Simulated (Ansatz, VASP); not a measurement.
# Two plane-wave programs on Ru

```
Ru
1.0
     2.73306    0.00000    0.00000
     1.36653    2.36690    0.00000
     0.00000    0.00000   38.81000
Ru
11
Direct
  0.00000 0.00000 0.23061
  0.33333 0.33333 0.28266
  0.00000 0.00000 0.33698
  0.33333 0.33333 0.39147
  0.00000 0.00000 0.44581
  0.33333 0.33333 0.50000
  0.00000 0.00000 0.55419
  0.33333 0.33333 0.60853
  0.00000 0.00000 0.66302
  0.33333 0.33333 0.71734
  0.00000 0.00000 0.76939
```

Alike in both runs: functional PBEsol; k mesh 16 × 16 × 1; occupations gaussian, width 0.1 eV; no spin polarisation.

Ansatz relaxed the structure, and its values are those at the end. VASP's run is a single point on that final structure, the one shown.

|  | VASP | Ansatz |
| --- | --- | --- |
| version | VASP 6.6.1 | Ansatz 0.2.0 |
| potentials or method | VASP PAW PBE potentials, release 64 (Ru_pv) | scalar-relativistic, plane waves, PAW |
| plane-wave cutoff (eV) | 520 | 420 |
| valence electrons in the cell | 154 | 176 |

```tsv
	VASP	Ansatz	Ansatz less VASP
gap on the k mesh at the Fermi level (eV)	none	none	-
rms of the force components (eV/Å)	0.005	0.001	-0.0046
```

A gap of «none» marks a metal or a gap that the smearing closes. The two sets of potentials don't hold the same shells in valence.

Caveats: the PAW data sets were made with another functional, which shifts forces and pressure a little (VASP).
